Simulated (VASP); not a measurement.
## Os: single point with PBEsol

The system is Os.

```
Os
1.0
     0.00000    1.91115    1.91115
     1.91115    0.00000    1.91115
     1.91115    1.91115    0.00000
Os
1
Direct
  0.00000 0.00000 0.00000
```

This isn't the form of Os at room conditions, which is hcp.

| Property | Result |
| --- | --- |
| Program | VASP 6.6.1 |
| Task | single point |
| Functional | PBEsol |
| Potentials or basis | VASP PAW PBE potentials, release 64 (Os) |
| Cutoff | 900 eV |
| k mesh | 18 × 18 × 18 |
| Occupations | gaussian, width 0.1 eV |
| Spin | no spin polarisation |
| Further INCAR settings | ALGO = Normal; EDIFF = 1e-07; NBANDS = 10 |

```yaml
Pressure: 0.0 GPa
Band_gap_on_the_k_mesh: none (metal or under the smearing width)
```

Levels at points of the mesh, in eV from the Fermi level:
```csv
k point,band 1,band 2,band 3,band 4,band 5,band 6,band 7,band 8,band 9
"(0.00, 0.00, 0.00)",-10.86,-2.98,-2.98,-2.98,0.10,0.10,14.31,20.12,20.12
"(0.50, 0.00, 0.00)",-7.72,-3.14,-3.14,-0.21,2.53,2.53,9.07,13.83,20.45
"(0.50, 0.50, 0.00)",-7.62,-6.89,2.38,2.49,3.23,3.23,12.32,12.32,12.36
```

Run time: 32 s on 1 thread of Intel(R) Xeon(R) Platinum 8488C (Sapphire Rapids), with other jobs on the host, peak memory 0.21 GiB.

Caveat: the PAW data sets were made with another functional, which shifts forces and pressure a little. Spin-orbit coupling is left out, which matters for the levels of Os.
